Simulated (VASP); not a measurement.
# CdSe (F-43m) in VASP: further runs

One crystal, CdSe, is run at these levels: r2SCAN, PBEsol0; tasks: equation of state, band structure.

All numbers are computed with VASP 6.6.1; they aren't measurements. Logs are shortened: lines on timing, memory, paths and dates and some standing lists are left out, and cuts for length are marked.

### Step 1. The structure

It takes space group F-43m (No. 216, cubic). Conventional cell: a = 6.141 Å, b = 6.141 Å, c = 6.141 Å, α = 90.00°, β = 90.00°, γ = 90.00°. Around Cd (site symmetry -43m) lie 4 Se at 2.66 Å. Se (site symmetry -43m) is surrounded by 4 Cd at 2.66 Å.

Measurements of this composition are mostly on another form, of space group No. 186.

### Step 2. Equation of state, r2SCAN

Potentials or basis: VASP PAW PBE potentials, release 64 (Cd, Se).

No new run: the results of the series are fitted here.

What came out:

| Item | Value |
| --- | --- |
| Equilibrium volume | 28.98 Å³/atom |
| Bulk modulus | 52 GPa |
| Pressure derivative of the bulk modulus | 4.6 |

Energy against volume, from the lowest point:
| volume (Å³/atom) | energy (meV/atom) |
| --- | --- |
| 27.206 | 19.70 |
| 27.784 | 8.60 |
| 28.363 | 2.20 |
| 28.942 | 0.00 |
| 29.521 | 1.56 |
| 30.100 | 6.47 |
| 30.679 | 14.39 |

Caveat: the PAW data sets were made with another functional, which shifts forces and pressure a little.

### Step 3. Band structure, PBEsol0

File POSCAR:

```
CdSe
1.0
    0.0000000000      3.0702711986      3.0702711986
    3.0702711986      0.0000000000      3.0702711986
    3.0702711986      3.0702711986      0.0000000000
Cd Se
1 1
Direct
    0.0000000000      0.0000000000      0.0000000000
    0.2500000000      0.2500000000      0.2500000000
```

File INCAR.step1:

```
PREC = Accurate ; ENCUT = 520
EDIFF = 1E-5 ; ISMEAR = -1
SIGMA = 0.05 ; LREAL = False
LASPH = True ; NELM = 60
ALGO = Normal ; ISIF = 2
LWAVE = True ; LCHARG = False
NBANDS = 16 ; GGA = PE
```

File INCAR.step2:

```
PREC = Accurate ; ENCUT = 520
EDIFF = 1E-6 ; ISMEAR = -1
SIGMA = 0.05 ; LREAL = False
LASPH = True ; NELM = 60
ALGO = Normal ; ISIF = 2
LWAVE = False ; LCHARG = False
GGA = PS ; LHFCALC = True
AEXX = 0.25 ; PRECFOCK = Normal
NBANDS = 16 ; ISTART = 1
HFRCUT = -1
```

File KPOINTS:

```
regular mesh
0
Gamma
  4 4 4
```

File KPOINTS_OPT:

```
path GXWKGLUWLK,UX
8
line-mode
reciprocal
 0.0000000000  0.0000000000  0.0000000000  G
 0.5000000000  0.0000000000  0.5000000000  X

 0.5000000000  0.0000000000  0.5000000000  X
 0.5000000000  0.2500000000  0.7500000000  W

 0.5000000000  0.2500000000  0.7500000000  W
 0.3750000000  0.3750000000  0.7500000000  K

 0.3750000000  0.3750000000  0.7500000000  K
 0.0000000000  0.0000000000  0.0000000000  G

 0.0000000000  0.0000000000  0.0000000000  G
 0.5000000000  0.5000000000  0.5000000000  L

 0.5000000000  0.5000000000  0.5000000000  L
 0.6250000000  0.2500000000  0.6250000000  U

 0.6250000000  0.2500000000  0.6250000000  U
 0.5000000000  0.2500000000  0.7500000000  W

 0.5000000000  0.2500000000  0.7500000000  W
 0.5000000000  0.5000000000  0.5000000000  L

 0.5000000000  0.5000000000  0.5000000000  L
 0.3750000000  0.3750000000  0.7500000000  K

 0.6250000000  0.2500000000  0.6250000000  U
 0.5000000000  0.0000000000  0.5000000000  X
```

Potentials or basis: VASP PAW PBE potentials, release 64 (Cd, Se).

Launch:

```
$ cat potpaw_PBE.64/Cd/POTCAR potpaw_PBE.64/Se/POTCAR > POTCAR
$ cp INCAR.step1 INCAR
$ mpirun -np 1 vasp_std > vasp.out
$ cp INCAR.step2 INCAR
$ mpirun -np 1 vasp_std > vasp.out
```

OUTCAR:

```text
PREC = Accurate
   ENCUT = 520
   EDIFF = 1E-6
   ISMEAR = -1
   LREAL = False
   LASPH = True
   NELM = 60
   ISIF = 2
   GGA = PS
   LHFCALC = True
   AEXX = 0.25
   PRECFOCK = Normal
   ISTART = 1

 ion  position               nearest neighbor table
   1  0.000  0.000  0.000-   2 2.66   2 2.66   2 2.66   2 2.66
   2  0.250  0.250  0.250-   1 2.66   1 2.66   1 2.66   1 2.66

  LATTYP: Found a face centered cubic cell.
 ALAT       =     6.1405423972

  Lattice vectors:

 A1 = (   0.0000000000,   3.0702711986,   3.0702711986)
 A2 = (   3.0702711986,   0.0000000000,   3.0702711986)
 A3 = (   3.0702711986,   3.0702711986,   0.0000000000)

Analysis of symmetry for initial positions (statically):
=====================================================================
 Subroutine PRICEL returns:
 Original cell was already a primitive cell.

 Routine SETGRP: Setting up the symmetry group for a
 face centered cubic supercell.

 Subroutine GETGRP returns: Found 24 space group operations
 (whereof 24 operations were pure point group operations)
 out of a pool of 48 trial point group operations.

The static configuration has the point symmetry T_d .

Analysis of symmetry for dynamics (positions and initial velocities):
=====================================================================
 Subroutine PRICEL returns:
 Original cell was already a primitive cell.

 Routine SETGRP: Setting up the symmetry group for a
 face centered cubic supercell.

 Subroutine GETGRP returns: Found 24 space group operations
 (whereof 24 operations were pure point group operations)
 out of a pool of 48 trial point group operations.
[... 103 lines left out ...]
     AMIX     =   0.40;   BMIX     =  1.00
     AMIX_MAG =   1.60;   BMIX_MAG =  1.00
  volume/ion in A,a.u.               =      28.94       195.31
  Fermi-wavevector in a.u.,A,eV,Ry     =   1.109121  2.095935 16.737199  1.230149
  Thomas-Fermi vector in A             =   2.245657
   LORBIT       =      0    0 simple, 1 ext, 2 COOP (PROOUT), +10 PAW based schemes
   GGA     = PS    functional components
   LHFCALC =     T    Hartree Fock is set to
   PRECFOCK=normal    Normal, Fast or Accurate (Low or Medium for compatibility)
   ENCUT4O =  -1.0   cutoff for four orbital integrals eV
   NKREDX  =     1    reduce k-point grid by
   NKREDY  =     1    reduce k-point grid by
   NKREDZ  =     1    reduce k-point grid by
   AEXX    =    0.2500 exact exchange contribution
   HFSCREEN=    0.0000 screening length (either q_TF or 0.3 A-1)
   HFSCREENC=   0.0000 screening length for correlation (either q_TF or 0.3 A-1)
   ENCUTFOCK=  -1.0 apply spherical cutoff to Coloumb kernel
   IVDW    =     0    specifies the selected vdW correction
   LEPSILON=     F    determine dielectric tensor
   LRPA    =     F    only Hartree local field effects (RPA)
 non-spin polarized calculation
  energy-cutoff  :      520.00
  volume of cell :       57.88
 maximum number of plane-waves:      1588
  NGX = 28; NGY = 28; NGZ = 28

 number of electron      18.0000008 magnetization

 Free energy of the ion-electron system (eV)
  ---------------------------------------------------
  ext. energy  EPLUGINS =         0.00000000
  ---------------------------------------------------
  free energy    TOTEN  =        -7.82999421 eV

  energy without entropy =       -7.82999421  energy(sigma->0) =       -7.82999421

 E-fermi :   0.7223     XC(G=0):  -7.0814

 val. band max:       -0.3259330110   @ k =   0.0000   0.0000   0.0000
 cond. band min:       1.7018484410   @ k =   0.0000   0.0000   0.0000
 fundamental gap:      2.0277814521
 Fermi energy:         0.7222603386

 k-point     1 :       0.0000    0.0000    0.0000
  band No.  band energies     occupation
      1     -13.9684      2.00000
      2      -9.4424      2.00000
      3      -9.4424      2.00000
      4      -9.4424      2.00000
      5      -9.0925      2.00000
      6      -9.0925      2.00000
[... 129 lines left out ...]
      3      -9.2641      2.00000
      4      -9.1289      2.00000
      5      -9.0877      2.00000
      6      -8.5878      2.00000
[... 8 lines left out ...]
     15      14.0208      0.00000
     16      14.6457      0.00000

------------------------ aborting loop because EDIFF is reached ----------------------------------------

  FORCE on cell =-STRESS in cart. coord.  units (eV):
  Direction    XX          YY          ZZ          XY          YZ          ZX
  --------------------------------------------------------------------------------------
  -------------------------------------------------------------------------------------
  Total       -0.6096218     -0.6096218     -0.6096218     -0.0000000      0.0000000     -0.0000000
  in kB      -16.8737208    -16.8737208    -16.8737208     -0.0000000      0.0000000     -0.0000000
  external PRESSURE =     -16.8737208 kB  Pullay stress =       0.0000000 kB

 VOLUME and BASIS-vectors are now :
 -----------------------------------------------------------------------------
  energy-cutoff  :      520.00
  volume of cell :       57.88
      direct lattice vectors                 reciprocal lattice vectors
     0.000000000  3.070271199  3.070271199    -0.162852063  0.162852063  0.162852063
     3.070271199  0.000000000  3.070271199     0.162852063 -0.162852063  0.162852063
     3.070271199  3.070271199  0.000000000     0.162852063  0.162852063 -0.162852063

 POSITION                                       TOTAL-FORCE (eV/Angst)
 -----------------------------------------------------------------------------------
      0.00000      0.00000      0.00000         0.000000     -0.000000      0.000000
      1.53514      1.53514      1.53514        -0.000000      0.000000     -0.000000
 -----------------------------------------------------------------------------------
    total drift:                                0.000041      0.000044      0.000025

  FREE ENERGIE OF THE ION-ELECTRON SYSTEM (eV)
  ---------------------------------------------------
  free  energy   TOTEN  =        -7.8299942058 eV

  energy  without entropy=       -7.8299942056  energy(sigma->0) =       -7.82999421
```

OUTCAR.step1:

```text
PREC = Accurate
   ENCUT = 520
   EDIFF = 1E-5
   ISMEAR = -1
   LREAL = False
[... 355 lines left out ...]
      0.00000      0.00000      0.00000        -0.000000     -0.000000      0.000000
      1.53514      1.53514      1.53514         0.000000      0.000000     -0.000000
 -----------------------------------------------------------------------------------
    total drift:                               -0.000001     -0.000001     -0.000000

  FREE ENERGIE OF THE ION-ELECTRON SYSTEM (eV)
  ---------------------------------------------------
  free  energy   TOTEN  =        -5.4434285922 eV

  energy  without entropy=       -5.4432648377  energy(sigma->0) =       -5.44334671
```

OSZICAR.step1:

```text
N       E                     dE             d eps       ncg     rms          rms(c)
DAV:   1     0.107115783246E+03    0.10712E+03   -0.88911E+03   264   0.997E+02
DAV:   2    -0.197903296652E+01   -0.10909E+03   -0.10431E+03   304   0.255E+02
DAV:   3    -0.582461107684E+01   -0.38456E+01   -0.38409E+01   272   0.492E+01
DAV:   4    -0.583997321834E+01   -0.15362E-01   -0.15361E-01   360   0.324E+00
DAV:   5    -0.584006160659E+01   -0.88388E-04   -0.88388E-04   280   0.211E-01    0.590E+00
DAV:   6    -0.546553527049E+01    0.37453E+00   -0.55501E-01   344   0.876E+00    0.473E+00
DAV:   7    -0.544181615005E+01    0.23719E-01   -0.14882E-01   296   0.256E+00    0.205E+00
DAV:   8    -0.544304101408E+01   -0.12249E-02   -0.14211E-02   288   0.142E+00    0.251E-01
DAV:   9    -0.544329560447E+01   -0.25459E-03   -0.14931E-03   304   0.485E-01    0.487E-02
DAV:  10    -0.544337251028E+01   -0.76906E-04   -0.16496E-04   328   0.159E-01    0.457E-02
DAV:  11    -0.544342877329E+01   -0.56263E-04   -0.91606E-05   312   0.594E-02    0.166E-02
DAV:  12    -0.544342859218E+01    0.18112E-06   -0.18025E-06   216   0.161E-02
   1 F= -.54434286E+01 E0= -.54433467E+01  d E =-.163755E-03
```

Wall time 46 min (1 thread of Intel Xeon 6975P-C (Granite Rapids), shared host); peak memory 0.2 GiB.

Results:

```
Free energy             : -7.8300 eV
Pressure                : -1.7 GPa
Band gap on the k mesh  : 2.03 eV, direct
Band gap along the path : 2.03 eV, direct
```

Levels at the corners of the path, in eV from the valence-band top:
| point | band 5 | band 6 | band 7 | band 8 | band 9 | band 10 | band 11 | band 12 | band 13 | band 14 |
| --- | --- | --- | --- | --- | --- | --- | --- | --- | --- | --- |
| Γ | -8.77 | -8.77 | 0.00 | 0.00 | 0.00 | 2.03 | 7.61 | 7.61 | 7.61 | 11.43 |
| X | -8.72 | -8.38 | -4.32 | -1.93 | -1.93 | 4.56 | 5.34 | 10.80 | 12.07 | 12.07 |
| X | -8.72 | -8.38 | -4.32 | -1.93 | -1.93 | 4.56 | 5.34 | 10.80 | 12.07 | 12.07 |
| W | -8.76 | -8.26 | -4.17 | -2.36 | -2.27 | 6.69 | 6.79 | 8.13 | 9.13 | 12.38 |
| W | -8.76 | -8.26 | -4.17 | -2.36 | -2.27 | 6.69 | 6.79 | 8.13 | 9.13 | 12.38 |
| K | -8.74 | -8.30 | -4.21 | -2.65 | -1.58 | 5.22 | 6.80 | 9.86 | 10.39 | 10.42 |
| K | -8.74 | -8.30 | -4.21 | -2.65 | -1.58 | 5.22 | 6.80 | 9.86 | 10.39 | 10.42 |
| Γ | -8.77 | -8.77 | 0.00 | 0.00 | 0.00 | 2.03 | 7.61 | 7.61 | 7.61 | 11.43 |
| Γ | -8.77 | -8.77 | 0.00 | 0.00 | 0.00 | 2.03 | 7.61 | 7.61 | 7.61 | 11.43 |
| L | -8.75 | -8.46 | -4.62 | -0.78 | -0.78 | 3.93 | 8.10 | 8.10 | 9.01 | 11.68 |
| L | -8.75 | -8.46 | -4.62 | -0.78 | -0.78 | 3.93 | 8.10 | 8.10 | 9.01 | 11.68 |
| U | -8.74 | -8.30 | -4.21 | -2.65 | -1.58 | 5.22 | 6.80 | 9.86 | 10.39 | 10.42 |
| U | -8.74 | -8.30 | -4.21 | -2.65 | -1.58 | 5.22 | 6.80 | 9.86 | 10.39 | 10.42 |
| W | -8.76 | -8.26 | -4.17 | -2.36 | -2.27 | 6.69 | 6.79 | 8.13 | 9.13 | 12.38 |
| W | -8.76 | -8.26 | -4.17 | -2.36 | -2.27 | 6.69 | 6.79 | 8.13 | 9.13 | 12.38 |
| L | -8.75 | -8.46 | -4.62 | -0.78 | -0.78 | 3.93 | 8.10 | 8.10 | 9.01 | 11.68 |
| L | -8.75 | -8.46 | -4.62 | -0.78 | -0.78 | 3.93 | 8.10 | 8.10 | 9.01 | 11.68 |
| K | -8.74 | -8.30 | -4.21 | -2.65 | -1.58 | 5.22 | 6.80 | 9.86 | 10.39 | 10.42 |
| U | -8.74 | -8.30 | -4.21 | -2.65 | -1.58 | 5.22 | 6.80 | 9.86 | 10.39 | 10.42 |
| X | -8.72 | -8.38 | -4.32 | -1.93 | -1.93 | 4.56 | 5.34 | 10.80 | 12.07 | 12.07 |

Caveat: the k mesh is coarse (spacing up to 0.44 Å⁻¹), so the values aren't converged, least of all with exact exchange; the PAW data sets were made with another functional, which shifts forces and pressure a little.

### Step 4. For comparison

An earlier run on the cell as given: functional PBEsol; potentials or basis VASP PAW PBE potentials, release 64 (Cd, Se); cutoff 520 eV; k mesh 8 × 8 × 8; occupations fermi-dirac, width 0.05 eV; no spin polarisation.

* Pressure: -1.1 GPa
* Band gap on the k mesh: 0.43 eV, direct

### Step 5. The runs side by side

```tsv
task	level	k mesh	grid for exact exchange (PRECFOCK)	exchange at q = 0	ladder	mesh quality	gap on the mesh (eV)	pressure (GPa)
equation of state	r2SCAN	8 × 8 × 8	-	-	-	not flagged	-	-
band structure	PBEsol0	4 × 4 × 4	Normal	truncated	-	coarse	2.03	-1.7
single point	PBEsol	8 × 8 × 8	-	-	free	not flagged	0.43	-1.1
```

Alike in all rows: potentials or basis VASP PAW PBE potentials, release 64 (Cd, Se); no spin polarisation; cell as given; cutoff (eV) 520; smearing fermi-dirac 0.05 eV.

Caveats: some runs use coarse meshes; the PAW data sets were made with another functional, which shifts forces and pressure a little.

Total energies depend on the potentials used, so only differences within one code and one set of settings carry meaning.
